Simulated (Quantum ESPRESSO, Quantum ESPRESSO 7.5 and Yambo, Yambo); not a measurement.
## LiBr (Fm-3m): G0W0 with and without spin-orbit coupling

Wanted: the effect of spin-orbit coupling on the quasiparticle gap of LiBr (Fm-3m).

Calculated with Quantum ESPRESSO 7.5 and Yambo 5.3.0; PBE and many-body steps on it, plane waves.

Report form: the programs' logs are mostly left out.

### Step 1. The structure

Symmetry: Fm-3m, No. 225, cubic system. Conventional cell: a = 5.501 Å, b = 5.501 Å, c = 5.501 Å, α = 90.00°, β = 90.00°, γ = 90.00°. Nearest to Li lie 6 Br at 2.75 Å. Nearest to Br lie 6 Li at 2.75 Å. Farther neighbours and most contacts between anions are not listed.

As a file:

```cif
data_structure
_symmetry_space_group_name_H-M 'Fm-3m'
_symmetry_Int_Tables_number 225
_cell_length_a 5.5013
_cell_length_b 5.5013
_cell_length_c 5.5013
_cell_angle_alpha 90.000
_cell_angle_beta 90.000
_cell_angle_gamma 90.000
_cell_volume 166.49
loop_
_atom_site_label
_atom_site_type_symbol
_atom_site_symmetry_multiplicity
_atom_site_Wyckoff_symbol
_atom_site_fract_x
_atom_site_fract_y
_atom_site_fract_z
_atom_site_occupancy
Li1 Li 4 a 0.00000 0.00000 0.00000 1
Br1 Br 4 b 0.50000 0.00000 0.00000 1
```

The cell and positions come from the Crystallography Open Database and are kept as given unless a step says otherwise.

### Step 2. Empty states on the mesh, 4×4×4 mesh, 210 bands

This step: Quantum ESPRESSO 7.5; DFT, PBE, plane waves, norm-conserving pseudopotentials.

The sums over transitions need many empty states on a uniform mesh; this step solves for them.

pw.in reads:

```
&control
  calculation = 'nscf'
  prefix = 'x'
  outdir = 'o'
  pseudo_dir = 'pseudo'
/
&system
  ibrav = 0
  nat = 2
  ntyp = 2
  ecutwfc = 76.0
  nbnd = 210
  force_symmorphic = .true.
/
&electrons
  conv_thr = 1e-9
  electron_maxstep = 80
  diago_full_acc = .true.
  diago_thr_init = 5e-6
/
ATOMIC_SPECIES
  Li 6.94 Li.upf
  Br 79.904 Br.upf
CELL_PARAMETERS angstrom
  0.0000000000 2.7506500000 2.7506500000
  2.7506500000 0.0000000000 2.7506500000
  2.7506500000 2.7506500000 0.0000000000
ATOMIC_POSITIONS crystal
  Li 0.0000000000 0.0000000000 0.0000000000
  Br 0.5000000000 0.5000000000 0.5000000000
K_POINTS automatic
  4 4 4 0 0 0
```

On the command line:

```bash
$ OMP_NUM_THREADS=1 mpirun -n 4 pw.x -nk 4 -in pw.in > pw.out
```

Elapsed: 15 s, on 4 MPI ranks of Arm Neoverse V1, shared host; peak memory 0.42 GiB.

Numbers from this step:

```
gap                                                           : 4.938 eV
k of the valence top                                          : 0, 0, 0
k of the conduction bottom                                    : 0, 0, 0
least direct gap                                              : 4.938 eV
k points computed                                             : 8
lowest point of the top converged band, above the valence top : 156.8991 eV
```

On this mesh the gap is 4.938 eV.

The density comes from a self-consistent run that is not shown.

### Step 3. Conversion and set-up

This step: Yambo 5.3.0; conversion and set-up on PBE, plane waves, norm-conserving pseudopotentials.

The states are converted to the many-body program's format and the q mesh is built.

On the command line:

```bash
$ (cd o/x.save; p2y > p2y.log; mv SAVE ../..); yambo > setup.log
```

Elapsed: 2.3 s, on 1 MPI rank; peak memory 0.24 GiB.

### Step 4. Scalar-relativistic

Now the one-shot GW correction: screening in the RPA, then the self-energy of the levels asked for.

This step: G0W0 on PBE, plane waves, norm-conserving pseudopotentials.

gw1.in reads:

```
HF_and_locXC
gw0
dyson
ppa
em1d
rim_cut
RandQpts= 1000000
RandGvec= 1 RL
EXXRLvcs= 76 Ry
VXCRLvcs= 304 Ry
Chimod= "HARTREE"
% BndsRnXp
 1 | 210 |
%
NGsBlkXp= 17 Ry
% LongDrXp
 1 | 1 | 1 |
%
% GbndRnge
 1 | 210 |
%
DysSolver= "n"
ExtendOut
PPAPntXp= 27.21138 eV
% QPkrange
 1 | 1 | 9 | 12 |
%
```

On the command line:

```bash
$ OMP_NUM_THREADS=1 mpirun -n 4 yambo -F gw1.in -J gw1 -C gw1 > gw1.log
```

Elapsed: 2.3 min, on 4 MPI ranks; peak memory 1.6 GiB.

This step gave:

```
G0W0 gap on the points computed              : 7.905 eV
starting gap on the mesh                     : 4.938 eV
k of the valence top                         : 0, 0, 0
k of the conduction bottom                   : 0, 0, 0
least direct G0W0 gap on the computed points : 7.905 eV
Z at the valence top                         : 0.8187
Z at the conduction bottom                   : 0.8481
```

The gap on the mesh goes from 4.94 eV to 7.90 eV, a correction of +2.97 eV.

### Step 5. Empty states on the mesh, 4×4×4 mesh, 420 bands

This step: Quantum ESPRESSO 7.5; DFT, PBE with spin-orbit coupling, plane waves, norm-conserving pseudopotentials.

pw.in: that of step 2 with these lines changed.

```diff
@@ -11,4 +11,6 @@
   ecutwfc = 76.0
-  nbnd = 210
+  nbnd = 420
   force_symmorphic = .true.
+  noncolin = .true.
+  lspinorb = .true.
 /
```

On the command line:

```bash
$ OMP_NUM_THREADS=1 mpirun -n 4 pw.x -nk 4 -in pw.in > pw.out
```

The job ended after 92 s (4 MPI ranks; peak memory 1.1 GiB).

This step gave:

```
gap                                                           : 4.761 eV
k of the valence top                                          : 0, 0, 0
k of the conduction bottom                                    : 0, 0, 0
least direct gap                                              : 4.761 eV
k points computed                                             : 8
lowest point of the top converged band, above the valence top : 156.7152 eV
```

On this mesh the gap is 4.761 eV.

The density comes from a self-consistent run that is not shown, made with spin-orbit coupling and fully relativistic files.

### Step 6. Conversion and set-up

This step: Yambo 5.3.0; conversion and set-up on PBE with spin-orbit coupling, plane waves, norm-conserving pseudopotentials.

On the command line:

```bash
$ (cd o/x.save; p2y > p2y.log; mv SAVE ../..); yambo > setup.log
```

It took 2.8 s on 1 MPI rank; peak memory 0.24 GiB.

### Step 7. With spin-orbit coupling

This step: G0W0 on PBE with spin-orbit coupling, plane waves, norm-conserving pseudopotentials.

gw4.in reads:

```
HF_and_locXC
gw0
dyson
ppa
em1d
rim_cut
RandQpts= 1000000
RandGvec= 1 RL
EXXRLvcs= 76 Ry
VXCRLvcs= 304 Ry
Chimod= "HARTREE"
% BndsRnXp
 1 | 420 |
%
NGsBlkXp= 17 Ry
% LongDrXp
 1 | 1 | 1 |
%
% GbndRnge
 1 | 420 |
%
DysSolver= "n"
ExtendOut
PPAPntXp= 27.21138 eV
% QPkrange
 1 | 1 | 17 | 24 |
%
```

On the command line:

```bash
$ OMP_NUM_THREADS=2 mpirun -n 2 yambo -F gw4.in -J gw4 -C gw4 > gw4.log
```

Run time: 12 min. Hardware: 2 MPI ranks; peak memory 1.6 GiB.

Numbers from this step:

- G0W0 gap on the points computed: 7.704 eV
- starting gap on the mesh: 4.761 eV
- k of the valence top: 0, 0, 0
- k of the conduction bottom: 0, 0, 0
- least direct G0W0 gap on the computed points: 7.704 eV
- Z at the valence top: 0.8194
- Z at the conduction bottom: 0.8479

Against G0W0 in Yambo (4×4×4 mesh, 210 bands, screening to 231.3 eV, Godby-Needs plasmon pole), the gap moves by −0.200 eV.

### Step 8. Side by side

Times are wall times on the hardware named with each run, good to a factor of about two.

```tsv
run	mesh	bands	screening cutoff (eV)	DFT gap (eV)	gap on the mesh (eV)	direct (eV)	time
scalar-relativistic	4×4×4	210	231.3	4.938	7.905	7.905	2.3 min
with spin-orbit coupling	4×4×4	420	231.3	4.761	7.704	7.704	12 min
```

### Step 9. Outcome

- scalar-relativistic: 7.905 eV
- with spin-orbit coupling: 7.704 eV
- known limits: not at the basis limit; no spin-orbit coupling in some runs; coarse k mesh

With spin-orbit coupling: −0.200 eV against scalar-relativistic, −0.177 eV of it in the start. Bands and cutoff are finite, so the gap is not at the basis limit. The miss can reach some tenths of an eV and take either sign; the mesh is an error of its own. In the G0W0 runs levels were corrected at 1 k point alone, so a gap called «on the mesh» is the least over those, and an edge elsewhere would be missed. The 4×4×4 mesh is coarse for this cell, which bears on the long-range parts of exchange and screening.

[Paths, hosts, dates, memory and timing lines, banners, echoed tables and standing remarks are left out of the program output.]

[Logs are printed without paths, hosts, clocks, repeated set-up lines and the standing remarks that a program may print on its own settings, such as how far it seeks lower states.]

[Runs of the session that timed out or met a known fault of the program may be left out.]

[Hosts, paths, dates, database ids (printed as entryN), source tags and the programs' standing remarks are cut or masked in the printed files.]
